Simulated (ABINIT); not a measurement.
# A GW chain in ABINIT: BP (F-43m), part 2 of 3

Aim: the G0W0 gap of BP (F-43m) on LDA, step by step.

ABINIT 10.8.3; LDA and many-body steps on it, plane waves. Known limits of the many-body steps: not at the basis limit.

So far. Step 2 (Ground state): The gap is indirect, with the least direct gap 2.16 eV higher.

## 3. Bands along the symmetry lines

Level of this step: DFT, LDA, plane waves, norm-conserving pseudopotentials (ABINIT).

Levels along a band path, at the cheap level, show where the edges lie and whether the meshes to come will hold them.

Input file run.abi:

```
acell 3*1.0 Angstrom
rprim 
  0.000000000000 2.269000000000 2.269000000000
  2.269000000000 0.000000000000 2.269000000000
  2.269000000000 2.269000000000 0.000000000000
ntypat 2
znucl 5 15
natom 2
typat 1 2
xred 
  0.000000000000 0.000000000000 0.000000000000
  0.250000000000 0.250000000000 0.250000000000
pp_dirpath "pseudos"
pseudos "B.upf, P.upf"
ecut 34
iscf -2
irdden 1
kptopt 0
nkpt 50
kpt 
  0.00000000 0.00000000 0.00000000
  -0.06250000 -0.06250000 0.00000000
  -0.12500000 -0.12500000 0.00000000
  -0.18750000 -0.18750000 0.00000000
  -0.25000000 -0.25000000 0.00000000
  -0.31250000 -0.31250000 0.00000000
  -0.37500000 -0.37500000 0.00000000
  -0.43750000 -0.43750000 0.00000000
  -0.50000000 -0.50000000 0.00000000
  -0.48437500 -0.48437500 0.03125000
  -0.46875000 -0.46875000 0.06250000
  -0.45312500 -0.45312500 0.09375000
  -0.43750000 -0.43750000 0.12500000
  -0.42187500 -0.42187500 0.15625000
  -0.40625000 -0.40625000 0.18750000
  -0.39062500 -0.39062500 0.21875000
  -0.37500000 -0.37500000 0.25000000
  -0.37500000 0.00000000 0.37500000
  -0.32812500 0.00000000 0.32812500
  -0.28125000 0.00000000 0.28125000
  -0.23437500 0.00000000 0.23437500
  -0.18750000 0.00000000 0.18750000
  -0.14062500 0.00000000 0.14062500
  -0.09375000 0.00000000 0.09375000
  -0.04687500 0.00000000 0.04687500
  0.00000000 0.00000000 0.00000000
  0.00000000 0.00000000 0.06250000
  0.00000000 0.00000000 0.12500000
  0.00000000 0.00000000 0.18750000
  0.00000000 0.00000000 0.25000000
  0.00000000 0.00000000 0.31250000
  0.00000000 0.00000000 0.37500000
  0.00000000 0.00000000 0.43750000
  0.00000000 0.00000000 0.50000000
  -0.06250000 -0.03125000 0.46875000
  -0.12500000 -0.06250000 0.43750000
  -0.18750000 -0.09375000 0.40625000
  -0.25000000 -0.12500000 0.37500000
  -0.31250000 -0.15625000 0.34375000
  -0.37500000 -0.18750000 0.31250000
  -0.43750000 -0.21875000 0.28125000
  -0.50000000 -0.25000000 0.25000000
  -0.50000000 -0.28125000 0.21875000
  -0.50000000 -0.31250000 0.18750000
  -0.50000000 -0.34375000 0.15625000
  -0.50000000 -0.37500000 0.12500000
  -0.50000000 -0.40625000 0.09375000
  -0.50000000 -0.43750000 0.06250000
  -0.50000000 -0.46875000 0.03125000
  -0.50000000 -0.50000000 0.00000000
istwfk *1
nband 14
nbdbuf 5
tolwfr 1e-07
nstep 50
prtwf 0
prtvol 0
indata_prefix "in"
outdata_prefix "out"
tmpdata_prefix "tmp"
```

Launch:

```
> OMP_NUM_THREADS=1 mpirun -n 4 abinit run.abi > log
```

Numbers of over 12 decimals in the logs are rounded to 6 here.

Output:

```text
.Version 10.8.3 of ABINIT. v10.8.2 released Aug 2026.

 Symmetries : space group F-4 3 m (#216); Bravais cF (face-center cubic)
[... echo of the input left out ...]
== DATASET  1 ==================================================================
-   mpi_nproc: 4, omp_nthreads: 1 (-1 if OMP is not activated)

--- !DatasetInfo
iteration_state: {dtset: 1, }
dimensions: {natom: 2, nkpt: 50, mband: 14, nsppol: 1, nspinor: 1, nspden: 1, mpw: 1524, }
cutoff_energies: {ecut:  34.0, pawecutdg:  -1.0, }
electrons: {nelect:   8.00000000E+00, charge:   0.00000000E+00, occopt:   1.00000000E+00, tsmear:   1.00000000E-02, }

 Real(R)+Recip(G) space primitive vectors, cartesian coordinates (Bohr,Bohr^-1):
 R(1)=  0.0000000  4.2877886  4.2877886  G(1)= -0.1166102  0.1166102  0.1166102
 R(2)=  4.2877886  0.0000000  4.2877886  G(2)=  0.1166102 -0.1166102  0.1166102
 R(3)=  4.2877886  4.2877886  0.0000000  G(3)=  0.1166102  0.1166102 -0.1166102
 Unit cell volume ucvol=  1.5766311E+02 bohr^3
 Angles (23,13,12)=  6.00000000E+01  6.00000000E+01  6.00000000E+01 degrees

 getcut: wavevector=  0.0000  0.0000  0.0000  ngfft=  32  32  32
         ecut(hartree)=     34.000   => boxcut(ratio)=   2.01047

--- Pseudopotential description ------------------------------------------------
- B Generated using ONCVPSP code by D. R. Hamann
-  5.00000   3.00000  180309                  znucl, zion, pspdat
12 -1012 1 -1 1498                            pspcod,pspxc,lmax,lloc,mmax
     nproj     2     2     0
  pspatm : epsatm=    3.19369156
         --- l  ekb(1:nproj) -->
             0    8.437831    1.245441
             1   -3.670611   -0.766497
 pspatm: atomic psp has been read  and splines computed

- P Generated using ONCVPSP code by D. R. Hamann
- 15.00000   5.00000  180309                  znucl, zion, pspdat
12 -1012 2 -1 1298                            pspcod,pspxc,lmax,lloc,mmax
     nproj     2     2     2
  pspatm : epsatm=    7.03163270
         --- l  ekb(1:nproj) -->
             0    6.795192    1.078292
[...]
pspatm: atomic psp has been read  and splines computed

--------------------------------------------------------------------------------

================================================================================
 prteigrs : about to open file out_EIG
 Non-SCF case, kpt    1 (  0.00000  0.00000  0.00000), residuals and eigenvalues=
  2.33E-08  4.99E-08  9.13E-08  3.15E-08  3.07E-08  4.41E-08  3.36E-08  8.24E-09
  6.34E-08  3.30E-08  2.98E-08  4.12E-08  5.79E-08  6.34E-08
 -2.9912E-01  2.6676E-01  2.6676E-01  2.6676E-01  3.9121E-01  3.9121E-01
  3.9121E-01  5.3650E-01  6.8092E-01  7.1072E-01  7.1072E-01  8.3855E-01
  8.3855E-01  8.3855E-01
 Non-SCF case, kpt    2 ( -0.06250 -0.06250  0.00000), residuals and eigenvalues=
  3.66E-08  2.26E-08  1.48E-08  2.64E-08  3.45E-08  3.63E-08  5.93E-08  3.89E-08
[...]
8.4531E-01  8.6524E-01
 Non-SCF case, kpt    3 ( -0.12500 -0.12500  0.00000), residuals and eigenvalues=
  3.59E-08  8.01E-08  4.76E-08  6.79E-08  3.83E-08  3.31E-08  2.86E-08  2.25E-08
[...]
8.6548E-01  9.0484E-01
[...]
Non-SCF case, kpt   49 ( -0.50000 -0.46875  0.03125), residuals and eigenvalues=
[...]
9.5415E-01  1.1045E+00
 Non-SCF case, kpt   50 ( -0.50000 -0.50000  0.00000), residuals and eigenvalues=
[...]
9.3963E-01  1.1007E+00

--- !ResultsGS
iteration_state: {dtset: 1, }
comment   : Summary of ground state results
lattice_vectors:
- [  0.0000000,   4.2877886,   4.2877886, ]
- [  4.2877886,   0.0000000,   4.2877886, ]
- [  4.2877886,   4.2877886,   0.0000000, ]
lattice_lengths: [   6.06385,    6.06385,    6.06385, ]
lattice_angles: [ 60.000,  60.000,  60.000, ] # degrees, (23, 13, 12)
lattice_volume:   1.5766311E+02
convergence: {deltae:  0.000E+00, res2:  0.000E+00, residm:  9.928E-08, diffor:  0.000E+00, }
etotal    :  -9.94533338E+00
entropy   :   0.00000000E+00
fermie    :   2.66764467E-01
cartesian_stress_tensor: null
pressure_GPa: null
xred      :
- [  0.0000E+00,   0.0000E+00,   0.0000E+00,  B]
- [  2.5000E-01,   2.5000E-01,   2.5000E-01,  P]
cartesian_forces: null
force_length_stats: {min: null, max: null, mean: null, }

 Integrated electronic density in atomic spheres:
 ------------------------------------------------
 Atom  Sphere_radius  Integrated_density
[...]
================================================================================

 ----iterations are completed or convergence reached----

 Mean square residual over all n,k,spin=   45.066E-09; max=  99.278E-09
 reduced coordinates (array xred) for    2 atoms
       0.000000000000      0.000000000000      0.000000000000
       0.250000000000      0.250000000000      0.250000000000

 cartesian coordinates (angstrom) at end:
    1      0.000000     0.000000     0.000000
    2      1.134500     1.134500     1.134500
 length scales=  1.889726125908  1.889726125908  1.889726125908 bohr
              =  1.000000000000  1.000000000000  1.000000000000 angstroms
 prteigrs : about to open file out_EIG
 Eigenvalues (hartree) for nkpt=  50  k points:
 kpt#   1, nband= 14, wtk=  1.00000, kpt=  0.0000  0.0000  0.0000 (reduced coord)
[...]
kpt#   2, nband= 14, wtk=  1.00000, kpt= -0.0625 -0.0625  0.0000 (reduced coord)
[...]
kpt#   3, nband= 14, wtk=  1.00000, kpt= -0.1250 -0.1250  0.0000 (reduced coord)
[...]
kpt#  49, nband= 14, wtk=  1.00000, kpt= -0.5000 -0.4687  0.0313 (reduced coord)
  -0.12143   -0.04451    0.11341    0.11349    0.31938    0.32871    0.70084    0.70447
   0.80853    0.86211    0.90769    0.93886    0.95415    1.10453
 kpt#  50, nband= 14, wtk=  1.00000, kpt= -0.5000 -0.5000  0.0000 (reduced coord)
  -0.12178   -0.04508    0.11594    0.11594    0.31518    0.32410    0.70559    0.70559
   0.81688    0.87170    0.92061    0.92061    0.93963    1.10067

== END DATASET(S) ==============================================================
================================================================================

 -outvars: echo values of variables after computation  --------
            nband          14
             nkpt          50
          spgroup         216
 [... the other variables as echoed above ...]

 Calculation completed.
```

It took 3.2 s on 4 MPI ranks of Arm Neoverse V2, shared host; peak memory 0.25 GiB; 12 s of CPU time.

Numbers from this step:

| Item | Value |
| --- | --- |
| gap | 1.211 eV |
| k of the valence top | 0, 0, 0 |
| k of the conduction bottom | -0.4375, -0.4375, 0 |
| least direct gap | 3.386 eV |

The gap is 1.211 eV, −0.018 eV from the run before at this level.

The electronic bands at the labelled points (eV, zero at the top of the highest filled band; v1 is the highest filled band, c1 the lowest empty one):

```tsv
point	v4	v3	v2	v1	c1	c2	c3	c4
Γ	-15.40	0.00	0.00	0.00	3.39	3.39	3.39	7.34
halfway	-13.92	-3.64	-2.72	-2.72	1.77	4.88	7.65	7.65
X	-10.57	-8.49	-4.10	-4.10	1.32	1.56	11.94	11.94
halfway	-10.51	-8.37	-5.06	-3.95	1.59	2.93	11.22	11.51
U	-10.56	-8.06	-6.24	-3.49	2.09	5.92	9.63	10.51
jump to K	-10.56	-8.06	-6.24	-3.49	2.09	5.92	9.63	10.51
halfway	-13.75	-4.87	-3.87	-1.08	4.52	5.06	6.09	8.21
Γ	-15.40	0.00	0.00	0.00	3.39	3.39	3.39	7.34
halfway	-14.29	-4.82	-1.11	-1.11	3.97	4.74	4.74	9.49
L	-12.07	-9.01	-1.75	-1.75	3.77	4.68	4.68	9.94
halfway	-11.42	-8.41	-4.50	-3.11	4.12	5.17	8.24	9.66
W	-10.29	-7.94	-5.68	-5.49	5.25	6.67	7.16	7.45
halfway	-10.44	-8.26	-4.92	-4.87	2.86	3.28	10.13	10.88
X	-10.57	-8.49	-4.10	-4.10	1.32	1.56	11.94	11.94
```

The electronic bands as a text plot (rows in eV, shown from -8.0 to 7.2 only):

```
    6.9 |                   ++++                     +    +
    6.3 |    +                +++                       ++
    5.6 |                 +                         +  +   +
    5.0 |  ++ ++         +      +++         +++++++++++  ++++
    4.4 |                       +++++      +      ++  +++   +
    3.7 | +     ++      +     ++   +++  ++++++++++++++
    3.1 |++            +    ++        ++                     +
    2.5 |  +++    +        +                                  +
    1.8 |     ++   ++++++++                                    ++
    1.2 |       +++++++                                         +
    0.6 |
   -0.1 |**                        ******
   -0.7 |                        **  *  ****
   -1.3 |  **                   *  **       ****
   -2.0 |    *                **   **    **     *****
   -2.6 |    ***            **   **                 **
   -3.2 |       **        **     **        *          *
   -3.9 |     **  ********      *                    * *        *
   -4.5 |             *                     *         * *     **
   -5.1 |       **     **     ***                      * * ***
   -5.8 |                *  ****                        ****
   -6.4 |         *       **                 **
   -7.0 |                   **
   -7.7 |          **      *                   *        ****
         Γ           X  U|K            Γ         L        W     X
```

## 4. Empty states on the mesh, 6×6×6 mesh, 140 bands

The sums over transitions need many empty states on a uniform mesh; this step solves for them.

Input file run.abi:

```
acell 3*1.0 Angstrom
rprim 
  0.000000000000 2.269000000000 2.269000000000
  2.269000000000 0.000000000000 2.269000000000
  2.269000000000 2.269000000000 0.000000000000
ntypat 2
znucl 5 15
natom 2
typat 1 2
xred 
  0.000000000000 0.000000000000 0.000000000000
  0.250000000000 0.250000000000 0.250000000000
pp_dirpath "pseudos"
pseudos "B.upf, P.upf"
ecut 34
ngkpt 6 6 6
nshiftk 1
shiftk 0 0 0
kptopt 1
chksymbreak 0
irdden 1
istwfk *1
nband 140
prtvol 0
optdriver 6
gwr_task "HDIAGO"
paral_kgb 0
occopt 1
indata_prefix "in"
outdata_prefix "out"
tmpdata_prefix "tmp"
```

Output:

```text
[banner, memory and clock lines left out]
.Version 10.8.3 of ABINIT. v10.8.2 released Aug 2026.

 Symmetries : space group F-4 3 m (#216); Bravais cF (face-center cubic)
[... echo of the input left out ...]
== DATASET  1 ==================================================================
-   mpi_nproc: 4, omp_nthreads: 1 (-1 if OMP is not activated)

--- !DatasetInfo
iteration_state: {dtset: 1, }
dimensions: {natom: 2, nkpt: 16, mband: 140, nsppol: 1, nspinor: 1, nspden: 1, mpw: 1524, }
cutoff_energies: {ecut:  34.0, pawecutdg:  -1.0, }
electrons: {nelect:   8.00000000E+00, charge:   0.00000000E+00, occopt:   1.00000000E+00, tsmear:   1.00000000E-02, }

.Using double precision arithmetic; gwpc =  8

- Reading GS density from: in_DEN

--- Pseudopotential description ------------------------------------------------
- B Generated using ONCVPSP code by D. R. Hamann
-  5.00000   3.00000  180309                  znucl, zion, pspdat
12 -1012 1 -1 1498                            pspcod,pspxc,lmax,lloc,mmax
     nproj     2     2     0
  pspatm : epsatm=    3.19369156
         --- l  ekb(1:nproj) -->
             0    8.437831    1.245441
             1   -3.670611   -0.766497
 pspatm: atomic psp has been read  and splines computed

- P Generated using ONCVPSP code by D. R. Hamann
- 15.00000   5.00000  180309                  znucl, zion, pspdat
12 -1012 2 -1 1298                            pspcod,pspxc,lmax,lloc,mmax
     nproj     2     2     2
  pspatm : epsatm=    7.03163270
         --- l  ekb(1:nproj) -->
             0    6.795192    1.078292
             1    3.452929    0.907117
             2   -3.024864   -0.802189
 pspatm: atomic psp has been read  and splines computed

   8.18025940E+01                                ecore*ucvol(ha*bohr**3)

 Total charge density [el/Bohr^3]
)     Maximum=    1.4328E-01  at reduced coord.    0.1563    0.1563    0.5313
)     Minimum=    9.3231E-04  at reduced coord.    0.2500    0.2500    0.2500
   Integrated=    8.0000E+00

 === KS gaps after direct diagonalization ===
 Indirect band gap semiconductor
 Fundamental gap:     1.318 (eV)
   VBM:     7.259 (eV) at k: [ 0.0000E+00,  0.0000E+00,  0.0000E+00]
   CBM:     8.577 (eV) at k: [ 5.0000E-01,  5.0000E-01,  0.0000E+00]
 Direct gap:         3.386 (eV) at k: [ 0.0000E+00,  0.0000E+00,  0.0000E+00]

== END DATASET(S) ==============================================================

 -outvars: echo values of variables after computation  --------
           etotal      0.0000000000E+00
            nband         140
             nkpt          16
          spgroup         216
 [... the other variables as echoed above ...]

 Calculation completed.
```

It took 13 s on 4 MPI ranks; peak memory 0.74 GiB.

Numbers from this step:

| Property | Result |
| --- | --- |
| gap | 1.318 eV |
| k of the valence top | 0, 0, 0 |
| k of the conduction bottom | 0.5, 0.5, 0 |
| least direct gap | 3.386 eV |
| k points computed | 16 |
| lowest point of the top converged band, above the valence top | 159.4003 eV |

On this mesh the gap is 1.318 eV. The earlier step found 1.229 eV, so this mesh misses an edge.

## 5. Screening, 6×6×6 mesh, 132 bands, screening to 244.9 eV

The RPA dielectric matrix is built and inverted for each q.

This step: RPA screening on LDA, plane waves, norm-conserving pseudopotentials.

Changes to run.abi since step 4:

```diff
@@ -20,10 +20,11 @@
 chksymbreak 0
-irdden 1
 istwfk *1
-nband 140
-prtvol 0
-optdriver 6
-gwr_task "HDIAGO"
-paral_kgb 0
 occopt 1
+irdwfk 1
+optdriver 3
+nband 132
+ecuteps 9
+inclvkb 2
+awtr 1
+symchi 1
 indata_prefix "in"
```

Output:

```text
.Version 10.8.3 of ABINIT. v10.8.2 released Aug 2026.

 Symmetries : space group F-4 3 m (#216); Bravais cF (face-center cubic)
[... echo of the input left out ...]
== DATASET  1 ==================================================================
-   mpi_nproc: 4, omp_nthreads: 1 (-1 if OMP is not activated)

--- !DatasetInfo
iteration_state: {dtset: 1, }
dimensions: {natom: 2, nkpt: 16, mband: 132, nsppol: 1, nspinor: 1, nspden: 1, mpw: 1524, }
cutoff_energies: {ecut:  34.0, pawecutdg:  -1.0, }
electrons: {nelect:   8.00000000E+00, charge:   0.00000000E+00, occopt:   1.00000000E+00, tsmear:   1.00000000E-02, }

 SCREENING: Calculation of the susceptibility and dielectric matrices

 Based on a program developped by R.W. Godby, V. Olevano, G. Onida, and L. Reining.
 Incorporated in ABINIT by V. Olevano, G.-M. Rignanese, and M. Torrent.
.Using double precision arithmetic ; gwpc =  8

[... cell and pseudopotentials left out ...]
--------------------------------------------------------------------------------

 ==== K-mesh for the wavefunctions ====
 Number of points in the irreducible wedge :    16
[... list of points left out ...]
 Together with 24 symmetry operations and time-reversal symmetry
 yields   216 points in the full Brillouin Zone.

 ==== Q-mesh for the screening function ====
 Number of points in the irreducible wedge :    16
[... list of points left out ...]
 Together with 24 symmetry operations and time-reversal symmetry
 yields   216 points in the full Brillouin Zone.

 setmesh: FFT mesh size selected  =    24x   24x   24
          total number of points  =        13824

 vcoul_init : cutoff-mode = AUXILIARY_FUNCTION
 q-points for optical limit:   1
     1)      0.000010    0.000020    0.000030

- screening: taking advantage of time-reversal symmetry
- Maximum band index for partially occupied states nbvw = 4
- Remaining bands to be divided among processors   nbcw = 128
- Number of bands treated by each node ~32

 Number of electrons calculated from density =    8.0000; Expected =    8.0000
 average of density, n =  0.050741
 r_s =    1.6757
 omega_plasma =   21.7288 [eV]

 calculating chi0 at frequencies [eV] :
  1    0.000000E+00    0.000000E+00
  2    0.000000E+00    2.172879E+01

--------------------------------------------------------------------------------
  q-point number  1        q = ( 0.000000, 0.000000, 0.000000) [r.l.u.]
--------------------------------------------------------------------------------
[... chi0 elements left out ...]
 For q-point:  0.000010 0.000020 0.000030
  dielectric constant =   9.8916
  dielectric constant without local fields =  10.8133

  Average fulfillment of the sum rule on Im[epsilon] for q-point    1 :     93.25  [%]
[... wings left out ...]
  q-point number  2        q = ( 0.166667, 0.000000, 0.000000) [r.l.u.]
--------------------------------------------------------------------------------
[... chi0 elements left out ...]
  Average fulfillment of the sum rule on Im[epsilon] for q-point    2 :     95.32  [%]

 [... 14 further q-points ...]
```

Elapsed: 46 s, on 4 MPI ranks; peak memory 0.89 GiB; 3.1 min of CPU time.

This step gave:

* ε∞ with local fields, on this mesh, along the program's q direction: 9.892
* the same without local fields: 10.81
* plasma frequency: 21.73 eV
* plane waves in the screening matrix: 181

Local fields lower ε∞ by 9 %.

[end of part 2 of 3]

[Paths, hosts, dates, memory and timing lines, banners, echoed tables and standing remarks are left out of the program output.]

[Logs are printed without paths, hosts, clocks, repeated set-up lines and the standing remarks that a program may print on its own settings, such as how far it seeks lower states.]

[Runs of the session that timed out or met a known fault of the program may be left out.]

[Hosts, paths, dates, database ids (printed as entryN), source tags and the programs' standing remarks are cut or masked in the printed files.]

[G0W0 gaps are taken among the corrected bands and points alone; a level outside them can change the order at an edge.]

[Where Ansatz stands beside ABINIT at settings called matched, ABINIT's density can come from a denser mesh and the files from another edition; pairs whose starting gaps differed by over 0.03 eV were left out, so agreement reads better than it is.]
